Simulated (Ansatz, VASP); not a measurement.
# One calculation of KCl, two programs

INCAR

```
SYSTEM = KCl
PREC     = Accurate       ! precision mode
ENCUT    = 520            ! plane-wave cutoff, eV
EDIFF    = 1E-8           ! SCF threshold, eV
ISMEAR   = -1             ! smearing method
SIGMA    = 0.01           ! smearing width, eV
LREAL    = .False.        ! projectors in reciprocal space
LASPH    = .True.         ! aspherical terms in the spheres
NELM     = 60             ! most SCF steps
ALGO     = Normal         ! electronic algorithm
ISIF     = 2              ! what is computed and relaxed
LWAVE    = .False.        ! write WAVECAR
LCHARG   = .False.        ! write CHGCAR
GGA      = PS             ! functional
LEFG     = .True.       
NBANDS   = 15             ! bands
```

KPOINTS

```
Automatic mesh
0
Gamma
  7 7 7
  0 0 0
```

File POSCAR:

```
KCl
1.0
    3.6340000000      0.0181700000      0.0181700000
    0.0181700000      3.6340000000      0.0181700000
    0.0181700000      0.0181700000      3.6340000000
K Cl
1 1
Direct
    0.0000000000      0.0000000000      0.0000000000
    0.5000000000      0.5000000000      0.5000000000
```

Input for Ansatz:

```yaml
crystal:
  lattice:
    - [3.634, 0.01817, 0.01817]
    - [0.01817, 3.634, 0.01817]
    - [0.01817, 0.01817, 3.634]
  atoms:
    - { symbol: K, position: [0.0, 0.0, 0.0] }
    - { symbol: Cl, position: [0.5, 0.5, 0.5] }
kpoints:
  mp_grid: { grid: [7, 7, 7] }
scf:
  occupations: { method: fermi_dirac, width: 0.01 }
hamiltonian:
  xc: pbesol
  pseudopotentials: { kind: all_electron, datasets: crystal }
output:
  forces: true
  stress: true
  eigenvalues: true
  efg: { contact_densities: true }
```

Change from the starting cell: equal xy, yz and zx shear strains of +1 %, crystal datasets.

Alike in both runs: task electric field gradients; functional PBEsol; k mesh 7 × 7 × 7; occupations fermi-dirac, width 0.01 eV; no spin polarisation.

|  | VASP | Ansatz |
| --- | --- | --- |
| version | VASP 6.6.1 | Ansatz 0.2.0 |
| potentials or method | VASP PAW PBE potentials, release 64 (K_sv, Cl) | all-electron PAW with datasets made for the crystal, scalar-relativistic |
| plane-wave cutoff (eV) | 520 | see its input |

Ansatz gave:

* gap on the k mesh at the Fermi level (eV): 5.40
* pressure (GPa): 2.3
* largest component of the traceless stress (GPa): 0.12
* Vzz of the field gradient on the site that differs most (V/Å²): 2.2

Task: Which values does VASP return?

Result: gap on the k mesh at the Fermi level (eV): 5.40; pressure (GPa): 2.4; largest component of the traceless stress (GPa): 0.13; Vzz of the field gradient on the site that differs most (V/Å²): 2.3.

Ansatz ran all-electron here, so the differences hold the error of VASP's frozen core and of both bases.

Caveats: the PAW data sets were made with another functional, which shifts forces and pressure a little (VASP); an odd mesh through Γ misses points on the zone boundary, where band edges often lie.
